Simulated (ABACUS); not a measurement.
GaP: equation of state with LDA-PW92

**What was measured.**

“Phosphorous dimerization in GaP at high pressure”, 2017, arxiv:1709.06667 reports, for a bulk crystal of GaP: bulk modulus 87.5 ± 0.6 GPa.

Crystal: GaP.

```xyz
2
Lattice="0.0000 2.7252 2.7252 2.7252 0.0000 2.7252 2.7252 2.7252 0.0000" Properties=species:S:1:pos:R:3 pbc="T T T"
Ga    0.0000    0.0000    0.0000
P     4.0879    4.0879    4.0879
```

| Property | Result |
| --- | --- |
| Program | ABACUS 3.10.1 |
| Task | equation of state |
| Functional | LDA-PW92 |
| Potentials or basis | PseudoDojo NC SR 0.4.1 LDA standard |
| Cutoff | 1102 eV |
| Density cutoff | 4408 eV |
| Basis | plane waves |
| k mesh | 6 × 6 × 6 |
| Occupations | fermi-dirac, width 0.05 eV |
| Spin | no spin polarisation |
| Radial cutoff of the potentials (pseudo_rcut) | 10 bohr |
| SCF threshold on the density | 1e-08 |
| Max SCF steps | 100 |
| Eigensolver | dav |
| Mixing | broyden |
| Mixing share | 0.7 |
| Symmetry key | 1 |
| Bands | 13 |

```
Equilibrium volume                      : 19.55 Å³/atom
Bulk modulus                            : 90 GPa
Pressure derivative of the bulk modulus : 4.5 (rough: it moves with the points fitted)
```

Energy against volume, from the lowest point:
```
volume (Å³/atom)  energy (meV/atom)
          19.026               3.08
          19.836               0.00
          20.645              14.45
          21.455              42.87
```

All runs of the series together: 16 s on 4 threads of Intel(R) Xeon(R) Platinum 8488C (Sapphire Rapids) (shared host).

A measured bulk modulus of GaP is 87.5 GPa (“Phosphorous dimerization in GaP at high pressure”, 2017, arxiv:1709.06667); the calculated 90 GPa misses it by +3.3 %. The fit is for a static lattice scaled at fixed shape and fixed fractional positions.
